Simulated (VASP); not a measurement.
# CuO (Tenorite) (C2/c) in VASP: a series of runs

The runs below take CuO (Tenorite) through single point, relaxation of cell and atoms, with PBE, LDA.

Everything below comes from runs of VASP 6.6.1. Logs are shortened: lines on timing, memory, paths and dates and some standing lists are left out, and cuts for length are marked.

## (1) The crystal as given

The structure is monoclinic, space group C2/c (No. 15). Conventional cell: a = 4.684 Å, b = 3.423 Å, c = 5.129 Å, α = 90.00°, β = 99.54°, γ = 90.00°. Around Cu (site symmetry -1) lie 4 O at 1.95 to 1.96 Å. O (site symmetry 2) is surrounded by 4 Cu at 1.95 to 1.96 Å.

## (2) Single point, PBE

File INCAR:

```
PREC = Accurate
ENCUT = 520
EDIFF = 1E-6
ISMEAR = 0
SIGMA = 0.023
LREAL = False
LASPH = True
NELM = 80
ALGO = Normal
ISIF = 2
LWAVE = False
LCHARG = False
GGA = PE
NBANDS = 25
```

File KPOINTS:

```
Automatic mesh
0
Gamma
  10 10 5
```

File POSCAR:

```
CuO
1.0
    2.3418500000     -1.7113000000      0.0000000000
    2.3418500000      1.7113000000      0.0000000000
   -0.8500274268      0.0000000000      5.0578693947
Cu O
2 2
Direct
    0.5000000000      0.0000000000      0.5000000000
    0.0000000000      0.5000000000      0.0000000000
    0.4184000000      0.5816000000      0.7500000000
    0.5816000000      0.4184000000      0.2500000000
```

Potentials or basis: VASP PAW PBE potentials, release 64 (Cu, O).

On the command line:

```sh
cat potpaw_PBE.64/Cu/POTCAR potpaw_PBE.64/O/POTCAR > POTCAR
mpirun -np 1 vasp_std > vasp.out
```

OUTCAR:

```text
PREC = Accurate
   ENCUT = 520
   EDIFF = 1E-6
   ISMEAR = 0
   LREAL = False
   LASPH = True
   NELM = 80
   ISIF = 2
   GGA = PE

 ion  position               nearest neighbor table
   1  0.500  0.000  0.500-   3 1.95   4 1.95   4 1.96   3 1.96
   2  0.000  0.500  0.000-   4 1.95   3 1.95   4 1.96   3 1.96
   3  0.418  0.582  0.750-   2 1.95   1 1.95   2 1.96   1 1.96
   4  0.582  0.418  0.250-   1 1.95   2 1.95   2 1.96   1 1.96

  LATTYP: Found a base centered monoclinic cell.
 ALAT       =     4.6837000000
 B/A-ratio  =     0.7307470589
 C/A-ratio  =     1.0950317057
 COS(beta)  =    -0.1657361228

  Lattice vectors:

 A1 = (   2.3418500000,  -1.7113000000,   0.0000000000)
 A2 = (   2.3418500000,   1.7113000000,   0.0000000000)
 A3 = (  -0.8500274268,   0.0000000000,   5.0578693947)

Analysis of symmetry for initial positions (statically):
=====================================================================
 Subroutine PRICEL returns:
 Original cell was already a primitive cell.

 Routine SETGRP: Setting up the symmetry group for a
 base centered monoclinic supercell.

 Subroutine GETGRP returns: Found  4 space group operations
 (whereof  2 operations were pure point group operations)
 out of a pool of  4 trial point group operations.

The static configuration has the point symmetry S_2 .
 The point group associated with its full space group is C_2h.

Analysis of symmetry for dynamics (positions and initial velocities):
=====================================================================
 Subroutine PRICEL returns:
 Original cell was already a primitive cell.

 Routine SETGRP: Setting up the symmetry group for a
 base centered monoclinic supercell.

 Subroutine GETGRP returns: Found  4 space group operations
 (whereof  2 operations were pure point group operations)
 out of a pool of  4 trial point group operations.

The dynamic configuration has the point symmetry S_2 .
 The point group associated with its full space group is C_2h.

 Subroutine INISYM returns: Found  4 space group operations
 (whereof  2 operations are pure point group operations),
 and found     1 'primitive' translations

----------------------------------------------------------------------------------------

                                     Primitive cell

  volume of cell :      40.5399

  direct lattice vectors                    reciprocal lattice vectors
     2.341850000 -1.711300000  0.000000000     0.213506416 -0.292175539  0.035881968
     2.341850000  1.711300000  0.000000000     0.213506416  0.292175539  0.035881968
    -0.850027427  0.000000000  5.057869395     0.000000000  0.000000000  0.197711709

  length of vectors
     2.900484289  2.900484289  5.128800000     0.363646877  0.363646877  0.197711709

  position of ions in fractional coordinates (direct lattice)
     0.500000000  0.000000000  0.500000000
     0.000000000  0.500000000  0.000000000
     0.418400000  0.581600000  0.750000000
     0.581600000  0.418400000  0.250000000

  ion indices of the primitive-cell ions
   primitive index   ion index
                 1           1
                 2           2
                 3           3
                 4           4

----------------------------------------------------------------------------------------

 KPOINTS: Automatic mesh

Automatic generation of k-mesh.
 Grid dimensions read from file:
 generate k-points for:   10   10    5

 Generating k-lattice:

  Cartesian coordinates                     Fractional coordinates (reciprocal lattice)
     0.021350642 -0.029217554  0.003588197     0.100000000  0.000000000  0.000000000
     0.021350642  0.029217554  0.003588197     0.000000000  0.100000000  0.000000000
     0.000000000  0.000000000  0.039542342     0.000000000  0.000000000  0.200000000

  Length of vectors
     0.036364688  0.036364688  0.039542342

  Shift w.r.t. Gamma in fractional coordinates (k-lattice)
     0.000000000  0.000000000  0.000000000

 Subroutine IBZKPT returns following result:
 ===========================================

 Found    141 irreducible k-points:

 Following reciprocal coordinates:
            Coordinates               Weight
  0.000000  0.000000  0.000000      1.000000
  0.100000 -0.000000  0.000000      4.000000
  0.200000 -0.000000  0.000000      4.000000
  0.300000 -0.000000  0.000000      4.000000
  0.400000 -0.000000  0.000000      4.000000
  0.500000 -0.000000  0.000000      2.000000
[... 16 lines left out ...]
  0.300000  0.300000  0.000000      2.000000
  0.400000  0.300000  0.000000      4.000000
 [... further k-points ...]
   k-points           NKPTS =    141   k-points in BZ     NKDIM =    141   number of bands    NBANDS=     25
   number of dos      NEDOS =    301   number of ions     NIONS =      4
   total plane-waves  NPLWV =  23040
   dimension x,y,z NGX =    24 NGY =   24 NGZ =   40
   dimension x,y,z NGXF=    48 NGYF=   48 NGZF=   80
   ions per type =               2   2
   NGX,Y,Z   is equivalent  to a cutoff of  13.76, 13.76, 12.97 a.u.
   NGXF,Y,Z  is equivalent  to a cutoff of  27.51, 27.51, 25.93 a.u.
 SYSTEM =  unknown system
   PREC   = accura    normal or accurate (medium, high low for compatibility)
   ISTART =      0    job   : 0-new  1-cont  2-samecut
   ICHARG =      2    charge: 1-file 2-atom 10-const
   ISPIN  =      1    spin polarized calculation?
   LNONCOLLINEAR =      F non collinear calculations
   LSORBIT =      F    spin-orbit coupling
   LASPH  =      T    aspherical Exc in radial PAW
   ENCUT  =  520.0 eV  38.22 Ry    6.18 a.u.   5.39  5.39  9.54*2*pi/ulx,y,z
   NELM   =     80;   NELMIN=  2; NELMDL= -5     # of ELM steps
   EDIFF  = 0.1E-05   stopping-criterion for ELM
   LREAL  =      F    real-space projection
[... 7 lines left out ...]
   TEBEG  =    0.0;   TEEND  =   0.0 temperature during run
   PSTRESS=    0.0 pullay stress
   NELECT =      34.0000    total number of electrons
   NUPDOWN=      -1.0000    fix difference up-down
   EMIN   =  10.00;   EMAX   =-10.00  energy-range for DOS
   EFERMI =   0.00;   METHOD = LEGACY
   ISMEAR =     0;   SIGMA  =   0.02  broadening in eV -4-tet -1-fermi 0-gaus
   EFERMI_NEDOS =   21; number of points for ismear=-14 and -15
   IALGO  =     38    algorithm
   IMIX   =      4    mixing-type and parameters
     AMIX     =   0.40;   BMIX     =  1.00
     AMIX_MAG =   1.60;   BMIX_MAG =  1.00
  volume/ion in A,a.u.               =      10.13        68.39
  Fermi-wavevector in a.u.,A,eV,Ry     =   1.543856  2.917465 32.429379  2.383492
  Thomas-Fermi vector in A             =   2.649460
   LORBIT       =      0    0 simple, 1 ext, 2 COOP (PROOUT), +10 PAW based schemes
   GGA     = PE    functional components
   LHFCALC =     F    Hartree Fock is set to
   AEXX    =    0.0000 exact exchange contribution
   IVDW    =     0    specifies the selected vdW correction
   LEPSILON=     F    determine dielectric tensor
   LRPA    =     F    only Hartree local field effects (RPA)
 non-spin polarized calculation
 Gauss-broadening in eV      SIGMA  =   0.02
  energy-cutoff  :      520.00
  volume of cell :       40.54
 maximum number of plane-waves:      1129
 NGX is ok and might be reduce to    24
   NGX = 11   NGY = 11   NGZ = 19

 number of electron      34.0000001 magnetization

 Free energy of the ion-electron system (eV)
  ---------------------------------------------------
  ext. energy  EPLUGINS =         0.00000000
  ---------------------------------------------------
  free energy    TOTEN  =       -19.52147745 eV

  energy without entropy =      -19.52078960  energy(sigma->0) =      -19.52113352

 E-fermi :   5.7113     XC(G=0): -11.9151

 val. band max:        5.7037606279   @ k =  -0.4000   0.2000   0.4000
 cond. band min:       5.7217248179   @ k =   0.5000   0.2000   0.4000
 fundamental gap:      0.0179641900
 Fermi energy:         5.7112549455

 k-point     1 :       0.0000    0.0000    0.0000
  band No.  band energies     occupation
      1     -14.2151      2.00000
      2     -12.8888      2.00000
      3      -2.4338      2.00000
      4       0.1579      2.00000
      5       0.5541      2.00000
      6       2.4021      2.00000
[... 17 lines left out ...]
     24      22.1228      0.00000
     25      22.4494      0.00000

 k-point     2 :       0.1000   -0.0000    0.0000
  band No.  band energies     occupation
      1     -14.1476      2.00000
      2     -12.8671      2.00000
      3      -2.3237      2.00000
      4       0.1417      2.00000
      5       0.5258      2.00000
      6       1.6348      2.00000
[... 17 lines left out ...]
     24      21.6464      0.00000
     25      22.6481      0.00000

 k-point     3 :       0.2000   -0.0000    0.0000
  band No.  band energies     occupation
      1     -13.9644      2.00000
      2     -12.8098      2.00000
      3      -2.0285      2.00000
      4       0.0806      2.00000
      5       0.3868      2.00000
      6       0.6270      2.00000
[... 17 lines left out ...]
     24      20.7858      0.00000
     25      22.1911      0.00000

 k-point     4 :       0.3000   -0.0000    0.0000
  band No.  band energies     occupation
      1     -13.7232      2.00000
      2     -12.7378      2.00000
      3      -1.6552      2.00000
      4      -0.5389      2.00000
      5       0.0057      2.00000
      6       0.5275      2.00000
[... 17 lines left out ...]
     24      19.6707      0.00000
     25      21.7858      0.00000
[... 477 lines left out ...]
 k-point    22 :      -0.2000    0.2000    0.0000
  band No.  band energies     occupation
      1     -13.6677      2.00000
      2     -12.7118      2.00000
      3      -1.5572      2.00000
      4      -0.0613      2.00000
      5      -0.0208      2.00000
      6       0.3044      2.00000
[... 17 lines left out ...]
     24      19.5762      0.00000
     25      19.6931      0.00000

 k-point    23 :       0.3000    0.3000    0.0000
  band No.  band energies     occupation
      1     -13.4230      2.00000
      2     -12.6879      2.00000
      3      -1.0897      2.00000
      4      -0.6103      2.00000
      5       0.3861      2.00000
      6       0.4193      2.00000
[... 17 lines left out ...]
     24      20.3032      0.00000
     25      20.6483      0.00000

 k-point    24 :       0.4000    0.3000    0.0000
  band No.  band energies     occupation
      1     -13.2355      2.00000
      2     -12.6407      2.00000
      3      -1.1018      2.00000
      4      -0.7990      2.00000
      5       0.1811      2.00000
      6       0.3736      2.00000
[... 17 lines left out ...]
     24      19.0981      0.00000
     25      20.1579      0.00000

 [... further k-points ...]

------------------------ aborting loop because EDIFF is reached ----------------------------------------

  FORCE on cell =-STRESS in cart. coord.  units (eV):
  Direction    XX          YY          ZZ          XY          YZ          ZX
  --------------------------------------------------------------------------------------
  -------------------------------------------------------------------------------------
  Total        1.6108877      1.8369055      1.4335886      0.0000000      0.0000000     -0.3404903
  in kB       63.6638675     72.5963130     56.6568305      0.0000000      0.0000000    -13.4565104
  external PRESSURE =      64.3056703 kB  Pullay stress =       0.0000000 kB

 VOLUME and BASIS-vectors are now :
 -----------------------------------------------------------------------------
  energy-cutoff  :      520.00
  volume of cell :       40.54
      direct lattice vectors                 reciprocal lattice vectors
     2.341850000 -1.711300000  0.000000000     0.213506416 -0.292175539  0.035881968
     2.341850000  1.711300000  0.000000000     0.213506416  0.292175539  0.035881968
    -0.850027427  0.000000000  5.057869395     0.000000000  0.000000000  0.197711709

 POSITION                                       TOTAL-FORCE (eV/Angst)
 -----------------------------------------------------------------------------------
      0.74591     -0.85565      2.52893         0.000000     -0.000000     -0.000000
      1.17092      0.85565      0.00000         0.000000     -0.000000     -0.000000
      1.70433      0.27928      3.79340         0.000000     -0.218041     -0.000000
      2.12934     -0.27928      1.26447        -0.000000      0.218041      0.000000
 -----------------------------------------------------------------------------------
    total drift:                                0.000000      0.000000     -0.000000

  FREE ENERGIE OF THE ION-ELECTRON SYSTEM (eV)
  ---------------------------------------------------
  free  energy   TOTEN  =       -19.5214774519 eV

  energy  without entropy=      -19.5207895950  energy(sigma->0) =      -19.52113352
```

Wall time 49 s (1 thread of Intel Xeon 6975P-C (Granite Rapids), shared host); peak memory 0.24 GiB.

What came out:

```
Free energy            : -19.5215 eV
Pressure               : 6.4 GPa
Largest force          : 0.218 eV/Å
Band gap on the k mesh : none (metal or under the smearing width)
```

Forces on the atoms (eV/Å):
```
Cu   0.000  0.000  0.000
Cu   0.000  0.000  0.000
O    0.000 -0.218  0.000
O    0.000  0.218  0.000
```

Stress tensor (GPa, compression positive):
```
 6.37  0.00 -1.35
 0.00  7.26  0.00
-1.35  0.00  5.67
```

Caveat: the run has no spin polarisation, though such a crystal can be magnetic; semilocal functionals often make such compounds metallic where correlation or magnetic order opens a gap, which also shifts bond lengths. With open d or f shells a metallic result of PBE can be an artefact of self-interaction; +U or a hybrid may open a gap.

(Continued in part 2 of 2.)
